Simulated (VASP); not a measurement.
GaAs:

```
CELL_PARAMETERS angstrom
0.00000 2.83140 2.83140
2.83140 0.00000 2.83140
2.83140 2.83140 0.00000
ATOMIC_POSITIONS crystal
Ga 0.00000 0.00000 0.00000
As 0.75000 0.75000 0.75000
```

The cell is a database's computed one.

Base run:

| Quantity | Value |
| --- | --- |
| Program | VASP 6.6.1 |
| Functional | r2SCAN |
| Potentials or basis | VASP PAW PBE potentials, release 64 (Ga_d, As) |
| Cutoff | 520 eV |
| k mesh | 10 × 10 × 10 |
| Occupations | gaussian, width 0.02 eV |
| Spin | no spin polarisation |

Its results: band gap on the k mesh 0.96 eV, direct; pressure 0.3 GPa.

The run is repeated on the same cell with these changes: functional from r2SCAN to PBEsol; further incar settings from ALGO = Normal; EDIFF = 1e-06 to ALGO = Fast; EDIFF = 1e-06. What comes out?

Band gap on the k mesh 0.42 eV, direct; pressure 0.0 GPa.

Caveats: the PAW data sets were made with another functional, which shifts forces and pressure a little.
